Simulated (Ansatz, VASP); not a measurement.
Two plane-wave programs on Zn

```
Zn
1.0
     9.00000    0.00000    0.00000
     0.00000    9.30000    0.00000
     0.00000    0.00000    2.59371
Zn
1
Direct
  0.50000 0.50000 0.00000
```

Alike in both runs: functional PBE; k mesh 1 × 1 × 27; occupations gaussian, width 0.05 eV; collinear spin.

Ansatz relaxed the structure, and its values are those at the end. VASP's run is a single point on that final structure, the one shown.

|  | VASP | Ansatz |
| --- | --- | --- |
| version | VASP 6.6.1 | Ansatz 0.2.0 |
| potentials or method | VASP PAW PBE potentials, release 64 (Zn) | scalar-relativistic, plane waves, PAW |
| plane-wave cutoff (eV) | 520 | 420 |
| valence electrons in the cell | 12 | 12 |

```tsv
	VASP	Ansatz	Ansatz less VASP
gap on the k mesh at the Fermi level (eV)	0.29	0.30	+0.002
least direct gap on the mesh (eV)	1.03	1.04	+0.002
net moment per atom (μB)	0.00	0.00	0.000
```

Ansatz warned: «seeded_moment_not_kept».
